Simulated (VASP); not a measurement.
The system is Al2O3.

```
Al O
1.0
     2.74819    0.00000    4.33100
    -1.37409    2.38000    4.33100
    -1.37409   -2.38000    4.33100
Al O
4 6
Cartesian
  0.0000 0.0000 4.5761
  0.0000 0.0000 1.9204
  0.0000 0.0000 8.4169
  0.0000 0.0000 11.0726
  1.2627 -0.7290 3.2483
  -1.2627 -0.7290 3.2483
  0.0000 1.4580 3.2483
  -1.2627 0.7290 9.7447
  1.2627 0.7290 9.7448
  0.0000 -1.4580 9.7448
```

The cell was built by a generator and needn't be a form met in nature.

Program: VASP 6.6.1. Alike in all runs: task single point; no spin polarisation; cell as given; k mesh 4 × 4 × 4; cutoff (eV) 520; smearing fermi-dirac 0.05 eV.

**Question.** Order these runs on this cell by their pressure, lowest first.
A. level LDA; potentials or basis VASP PAW LDA potentials, release 64 (Al, O); further INCAR settings ALGO = Fast; EDIFF = 1e-07
B. level r2SCAN; potentials or basis VASP PAW PBE potentials, release 64 (Al, O); further INCAR settings ALGO = Normal; EDIFF = 1e-07
C. level PBEsol; potentials or basis VASP PAW PBE potentials, release 64 (Al, O); further INCAR settings ALGO = Fast; EDIFF = 1e-07

**Answer.** A (-4.4 GPa), B (-0.6 GPa), C (1.9 GPa).

Caveats: the PAW data sets were made with another functional, which shifts forces and pressure a little (some runs).

Runs at the PBE level aren't shown here.
